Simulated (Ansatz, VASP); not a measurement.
**One calculation of SnTe, two programs**

The input POSCAR:

```
SnTe
1.0
    0.0000000000      3.2051414516      3.2051414516
    3.2051414516      0.0000000000      3.2051414516
    3.2051414516      3.2051414516      0.0000000000
Sn Te
1 1
Direct
    0.5000000000      0.5000000000      0.5000000000
    0.0000000000      0.0000000000      0.0000000000
```

INCAR.step1

```
  PREC = Accurate
  ENCUT = 520
  ISMEAR = 0
  SIGMA = 0.05
  LREAL = F
  LASPH = T
  NELM = 80
  NBANDS = 17
  GGA = PE
  ALGO = Normal
  EDIFF = 1E-4
  LWAVE = T
  LCHARG = F
```

INCAR.step2

```
  PREC = Accurate
  ENCUT = 520
  EDIFF = 1E-7
  ISMEAR = 0
  SIGMA = 0.05
  LREAL = F
  LASPH = T
  NELM = 80
  ALGO = Normal
  ISIF = 2
  LWAVE = F
  LCHARG = F
  METAGGA = R2SCAN
  LMIXTAU = T
  NBANDS = 17
  ISTART = 1
```

KPOINTS

```
Automatic mesh
0
Gamma
  10 10 10
```

Input for Ansatz:

```yaml
crystal:
  lattice:
    - [0.0, 3.2051414516, 3.2051414516]
    - [3.2051414516, 0.0, 3.2051414516]
    - [3.2051414516, 3.2051414516, 0.0]
  atoms:
    - { symbol: Sn, position: [0.5, 0.5, 0.5] }
    - { symbol: Te, position: [0.0, 0.0, 0.0] }
basis:
  ecutwfc: 500
  ecutrho_ratio: 4
kpoints:
  mp_grid: { grid: [10, 10, 10] }
hamiltonian:
  xc: r2scan
scf:
  occupations: { method: gaussian, width: 0.05 }
output:
  forces: true
  stress: true
  eigenvalues: true
  populations: true
  write_density: true
  write_potential: true
  elf: true
  volumetric_format: npy
```

Alike in both runs: task single point; functional r2SCAN; k mesh 10 × 10 × 10; occupations gaussian, width 0.05 eV; no spin polarisation.

|  | VASP | Ansatz |
| --- | --- | --- |
| version | VASP 6.6.1 | Ansatz 0.2.0 |
| potentials or method | VASP PAW PBE potentials, release 64 (Sn_d, Te) | scalar-relativistic, plane waves, PAW |
| plane-wave cutoff (eV) | 520 | 500 |
| valence electrons in the cell | 20 | 30 |

```tsv
	VASP	Ansatz	Ansatz less VASP
gap on the k mesh at the Fermi level (eV)	0.19	0.19	+0.002
least direct gap on the mesh (eV)	0.19	0.19	+0.002
pressure (GPa)	-0.8	-0.8	+0.01
```

The two sets of potentials don't hold the same shells in valence.

Caveats: the PAW data sets were made with another functional, which shifts forces and pressure a little (VASP); spin-orbit coupling is left out, which moves the levels of the heavy elements.
